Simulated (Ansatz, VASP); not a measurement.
**Two plane-wave programs on Zr**

```
Zr
1.0
     1.57797    0.91104    2.57668
    -1.57797    0.91104    2.57668
     0.00000   -1.82208    2.57668
Zr
1
Direct
  0.50000 0.50000 0.50000
```

Alike in both runs: functional PBEsol; k mesh 21 × 21 × 21; occupations gaussian, width 0.1 eV; no spin polarisation.

Ansatz relaxed the structure, and its values are those at the end. VASP's run is a single point on that final structure, the one shown.

```csv
,VASP,Ansatz
version,VASP 6.6.1,Ansatz 0.2.0
potentials or method,"VASP PAW PBE potentials, release 64 (Zr_sv)","scalar-relativistic, plane waves, PAW"
plane-wave cutoff (eV),520,420
valence electrons in the cell,12,12
```

VASP gave:

```
gap on the k mesh at the Fermi level (eV) : none
pressure (GPa)                            : 0.1
```

Estimate Ansatz's values.

gap on the k mesh at the Fermi level (eV): none; pressure (GPa): 0.0.

A gap of «none» marks a metal or a gap that the smearing closes.

Caveats: the PAW data sets were made with another functional, which shifts forces and pressure a little (VASP).
